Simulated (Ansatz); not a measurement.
CoO under changes of volume

One of the cells (9.428 Å³/atom); the others are scaled copies at fixed shape and fractional positions:

```
Co O
1.0
     2.82845    0.00000    0.00000
    -1.41423    2.44951    0.00000
     0.00000    0.00000    2.72172
Co O
1 1
Cartesian
  0.0000 0.0000 1.3609
  1.4142 0.8165 0.0000
```

The cell was built by a generator and needn't be a form met in nature.

- Program: Ansatz 0.2.0
- Functional: PBE
- Potentials or basis: Ansatz PAW
- Cutoff: 420 eV (not typed: the program's choice for these potentials)
- k mesh: 11 × 11 × 10
- Occupations: fermi-dirac, width 0.05 eV
- Spin: collinear spin, ferromagnetic start
- Starting moments: [2.0, 0.0] μB

| volume (Å³/atom) | energy over the lowest point (meV/atom) | pressure (GPa) |
| --- | --- | --- |
| 8.863 | 21.94 | 13.6 |
| 9.051 | 9.23 | 8.5 |
| 9.240 | 2.10 | 4.1 |
| 9.428 | 0.00 | 0.1 |
| 9.617 | 2.19 | -3.5 |
| 9.806 | ? | ? |
| 9.994 | 18.11 | -9.5 |

**Question.** What does the run at 9.806 Å³/atom give?

**Answer.** Energy over the lowest point 8.42 meV/atom; pressure -6.7 GPa.

Worked out: A Birch-Murnaghan fit of order 3 (a polynomial in V^(-2/3)) to the other rows has its minimum at 9.42 Å³/atom with B0 = V·E''(V) = 188 GPa and B' = 4.9 at fixed shape and positions, which overstates the stiffness. It gives 8.44 meV/atom at 9.806 Å³/atom, against the run's 8.42, and -dE/dV = -6.8 GPa, against -6.7.

Energies are extrapolated to zero smearing.

Caveats: a cell with one magnetic atom can't hold antiferromagnetic order, which such compounds often take.
